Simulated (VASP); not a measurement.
Input of a VASP 6.6.1 run:

File INCAR:

```
PREC = Accurate
ENCUT = 520
EDIFF = 1E-6
ISMEAR = 1
SIGMA = 0.2
LREAL = False
LASPH = True
NELM = 60
ALGO = Normal
ISIF = 2
LWAVE = False
LCHARG = False
GGA = RE
LUSE_VDW = True
AGGAC = 0.0
IBRION = 2
NSW = 40
EDIFFG = -0.005
```

File KPOINTS:

```
regular mesh
0
Gamma
  8 8 6
```

File POSCAR:

```
Al3Cu2
4.092
    0.999988181036      0.000000000000      0.000000000000
   -0.499994090518      0.866015168255      0.000000000000
    0.000000000000      0.000000000000      1.220131647116
Cu Al
2 3
Direct
    0.6664770000      0.3330640000      0.1612890000
    0.3326000000      0.6648750000      0.8395870000
    0.6632760000      0.3257910000      0.6504160000
    0.3331340000      0.6667620000      0.3479830000
   -0.0014600000     -0.0012260000     -0.0007930000
```

Potentials or basis: VASP PAW PBE potentials, release 64 (Cu, Al).

Run with:

```bash
$ cat potpaw_PBE.64/Cu/POTCAR potpaw_PBE.64/Al/POTCAR > POTCAR
$ mpirun -np 1 vasp_std > vasp.out
```

(1) Predict the energy gained by relaxing.

(2) What does it give for the band gap on the k mesh?

## Answers

(1) 1.4 meV/atom.

(2) none (metal or under the smearing width).
